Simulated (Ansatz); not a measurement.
Ti: stiffness from a series of strains

```
CELL_PARAMETERS angstrom
0.00000 2.03000 2.03000
2.03000 0.00000 2.03000
2.03000 2.03000 0.00000
ATOMIC_POSITIONS crystal
Ti 0.00000 0.00000 0.00000
```

The conventional cell has a = 4.060 Å, b = 4.060 Å, c = 4.060 Å, α = 90.00°, β = 90.00°, γ = 90.00°. Ti (atom 1) has 12 Ti at 2.87 Å as nearest neighbours.

The cell is COD entry 1534878, as deposited and not checked against the literature; nothing was relaxed.

All numbers below come from Ansatz 0.2.0, DFT, PBE, all-electron LAPW, scalar-relativistic.

Numerical set-up: a Γ-centred 15×15×15 k mesh, Fermi–Dirac smearing of 0.05 eV, basis error target 0.25 meV/atom, no spin polarisation.

The strain is applied along the Cartesian axes of the cell as listed (γ is the engineering shear, twice εxy = εyz = εzx). Fractional coordinates are held (clamped ions).

σ is the change of stress from the unstrained cell, which is at 4.47 GPa; tension is positive, so slopes are stress–strain coefficients at that pressure. In a metal the k mesh adds noise.

Only quantities that a quadratic follows smoothly over the whole series are listed; rougher ones are left out.

```csv
γ,σxy (GPa)
-0.0300,-1.90
-0.0100,-0.60
0.0000,0.00
0.0100,0.62
0.0200,1.26
0.0300,1.85
```

(1) Fit the series and read off the stiffness at zero strain.

(2) One run, at γ = -0.0200, is withheld. Predict its row.

Results:

(1) Least-squares fits y = p0 + p1 x + p2 x² to the rows give σxy (GPa): p1 = 62.5, p2 = -37. So C44 (clamped ions) = 62 GPa.

(2) The fits give -1.25; the run gave -1.23.
